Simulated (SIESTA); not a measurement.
# KCl (Sylvite): equation of state with PBEsol

KCl (Sylvite):

```
K Cl
1.0
     0.00000    3.14647    3.14647
     3.14647    0.00000    3.14647
     3.14647    3.14647    0.00000
K Cl
1 1
Direct
  0.00000 0.00000 0.00000
  0.50000 0.50000 0.50000
```

* Program: SIESTA 5.4.2
* Task: equation of state
* Functional: PBEsol
* Potentials or basis: PseudoDojo 0.4 standard (PBEsol files)
* Basis: DZP (energy shift 0.003 Ry; two zetas on semicore shells; d shell added on K)
* Grid cutoff: 800 Ry
* Energy shift: 0.003 Ry
* k mesh: 7 × 7 × 7
* Occupations: fermi-dirac, width 0.05 eV
* Spin: no spin polarisation

The equilibrium volume is 30.31 Å³/atom, the bulk modulus is 18.8 GPa and the pressure derivative of the bulk modulus is 5.1.

Energy against volume, from the lowest point:
```tsv
volume (Å³/atom)	energy (meV/atom)
29.282	2.08
29.905	0.22
30.528	0.00
31.151	1.21
31.774	3.69
32.397	7.29
33.020	11.87
```

All runs of the series together: 3.4 min on 1 thread of Arm Neoverse V1, with other jobs on the host.

Caveat: the basis of atomic orbitals isn't converged, which shifts pressures, moduli and gaps.
